## A small step that is not slow

The row with mixing step 0.05 looks wrong. Each update is told to apply only a twentieth of the correction that the residual suggests, so after four updates most of the starting error should still be there. Instead the residual has fallen from 31 eV to 0.00194 eV, a drop of about 16 000 times. At this iteration a step twenty times larger improves on this by only a factor of six, although one iteration earlier the rows still differ by up to 74 times.

Density residuals in the quasi-Newton self-consistency loop for SiO2 (space group P6_422, 9 atoms in the cell), each run starting from superposed atomic densities. Calculated with Ansatz 0.2.0 at the scalar-relativistic PBE level with plane-wave PAW and no spin polarisation; cutoff 420 eV, k mesh 6×6×4, Gaussian smearing of 0.02 eV.

```tsv
mixing step	first density residual (eV)	fifth density residual (eV)
0.05	31	0.00194
0.1	31	0.00148
0.4	31	0.00109
0.8	31	0.000322
1	31	0.000324
```

The first density residual belongs to the superposed atomic densities, before any mixing, and so is the same in every row. The typed step can show its effect only afterwards. The outputs record a light search for lower self-consistent states in every row. The setting is shared and all rows reach the same state, so it does not explain the differences between them.

## What plain mixing would do

The residual is the difference between the density that the electrons produce and the density that was put in. Plain mixing adds the fraction $\beta$, the mixing step, of this difference to the input. Suppose that an error pattern is answered by a residual $e$ times its size, where $e$ measures how strongly the electrons screen. One update then multiplies the error by

$$1-\beta e .$$

Two limits follow. For a very small $\beta$ the factor is close to one and almost nothing happens. For $\beta$ above $2/e$ the correction overshoots by more than the original error, and the loop diverges.

For the first row, take the slowest case, $e=1$, which means no screening. The residual is given in eV, which suggests that it measures the square of the density error, so four updates give the eighth power: $(1-0.05)^8\approx 0.66$. Plain mixing would leave about 21 of the 31 eV. The computed value is lower by four orders of magnitude, so the simple picture of a cautious, slow loop fails here.

## The history sets the length of the step

A quasi-Newton loop remembers how the residual changed when the density changed. Even a short move reveals this slope, much as two nearby readings of a gauge are enough to draw a line and find where it crosses zero. The outputs do not name the exact algorithm that was chosen; in the form assumed here, the loop combines its earlier densities so that the predicted residual is as small as possible. If the early moves were short, the weights in this combination become larger and make up for it.

As long as the response is linear and the whole history is kept, the best combined density therefore does not depend on $\beta$. The typed step enters only once, when the loop adds $\beta$ times the small residual that is left over. Four factors of $1-\beta e$ have shrunk to one. This is the expected reason why a small step costs so little. It also holds for the multisecant Broyden updates common in plane-wave codes: they build $\beta$ into their starting guess of the slope, but with the whole history fitted at once they are equivalent to the form assumed here. A Broyden update that corrects its slope one step at a time, and fits only the newest step exactly, can keep a stronger dependence on $\beta$.

Silica helps the history to work quickly. It is an insulator with a wide gap, and its electrons screen weakly: $e$ runs roughly from 1 to 2.4, the upper value being a rough recalled dielectric constant of quartz. That constant describes long waves, which a nine-atom cell cannot hold, so it is a guide and not a limit. Patterns that respond so alike can be corrected together with few remembered steps. The automatic preconditioner may narrow the range further; its share is not separated here.

## A larger step still helps, but the last factor does not say why

One might expect the one remaining factor to explain why the fifth residual falls as the step grows. It does not. The first update has no history to use and so shows the factor by itself: down the rows, the second residual is 25.4, 20.3, 2.43, 13.1 and 34.2 eV. This roughly follows $(1-\beta e)^2$ with $e$ near 1.9. Such a factor is smallest near $\beta=0.5$ and is as large at a full step as at 0.05. The fifth residual behaves differently. Its largest gain between neighbouring rows, a factor of 3.4, comes between steps 0.4 and 0.8, just where the second residual grows more than fivefold.

A formula with this single factor, $C(1-s\beta)^2$, was fitted to all five rows, with $C$ and $s$ free. It reproduces the overall fall with a typical miss of 0.00013 eV, which is small beside the first rows but not beside the last two. But the fitted $s$ of 0.66 is far below the 1.9 seen in the first update. The residual left over after several updates may consist of other patterns than the starting one, yet even with $e=1$, the lowest value expected, the residual at step 0.4 should be 0.40 of that at step 0.05, and the computed share is 0.56. The formula therefore describes the fall without explaining it, and $s$ should not be read as the screening of silica. The output below gives the details.

The formula fails at the end of the series. It predicts that the residual halves between steps 0.8 and 1, whereas the computed values are level. A possible reason is that the patterns no longer agree on what is best: a full step is ideal for $e=1$ but overshoots where $e$ is larger, so gains and losses can cancel. Even such a mixture gives a single upward-curving parabola in $\beta$, whose fall can only slow down as the step grows. The table falls by 0.0013 eV per unit step from 0.1 to 0.4 but by 0.0019 eV from 0.4 to 0.8, so the linear picture cannot account for all five rows at once. The formula also makes the fall from 0.05 to 0.1 too weak. What makes the fifth residual fall with the step thus stays open. Perhaps the response is not yet linear so far from the solution, so that the early steps, which differ widely between the rows, leave a trace.

## Why the iteration count does not move

A factor of six sounds like a faster calculation, but it has to be weighed against the pace of the loop. In the slowest row each update leaves on average 0.089 of the residual. The whole advantage of the larger step is then worth

$$\frac{\ln 6.0}{\ln(1/0.089)}\approx 0.74$$

of one update. A lead of less than one update need not show in a whole-number count, and all rows finish after 8 iterations. The lead does last, and it grows: the eighth and last residual is $4.26\times10^{-8}$ eV at step 0.05 and $3.47\times10^{-9}$ eV at step 1, a factor of about twelve. At the pace of the loop even this is worth less than one update.

All rows also arrive at the same energy, and their band gaps agree within 0.02 meV. The path there is another matter. The second residual runs from 2.43 to 34.2 eV over the rows and the fourth from 0.00245 to 0.182 eV, so the fifth, shown in the table, makes the effect of the step look smaller than it is on the way. For this crystal the mixing step strongly changes the path to the solution, but neither the number of iterations nor the solution itself.

Printed output of the fit:

```
fit of fifth_density_residual on 5 rows: coefficient of (1 - s * mixing_step) ** 2 0.00191 +/- 0.00012, s 0.66; rms 0.000129, worst 0.1 0.000186, leave-one-out rms 0.000231
Residual after four updates:
   row  fifth/first  mean factor per update  plain mixing slower pattern (crude)  last-step model (eV)  model less value (eV)
  0.05    6.258e-05                 0.08894                               0.6634              0.001786             -0.0001538
   0.1    4.774e-05                 0.08312                               0.4305              0.001666              0.0001864
   0.4    3.516e-05                   0.077                               0.0168              0.001035             -5.525e-05
   0.8    1.039e-05                 0.05677                               0.5132             0.0004256              0.0001036
   1.0    1.045e-05                 0.05686                                14.76             0.0002208             -0.0001032
Largest over smallest mixing step: 20
Fifth residual, largest over smallest: 6.025
First over fifth residual at step 0.05: 15979
First over fifth residual at step 0.8: 96273
Fifth residual, step 0.05 over step 0.1: 1.311
Fifth residual, step 0.1 over step 0.4: 1.358
Fifth residual, step 0.4 over step 0.8: 3.385
Fifth residual, step 1 less step 0.8, percent: 0.6211
Whole gain from the step, in updates at the mean pace of step 0.05: 0.7422
Rough stability limit of plain mixing, 2/2.4: 0.8333
Spread of the final band gap over the rows (meV): 0.018
```
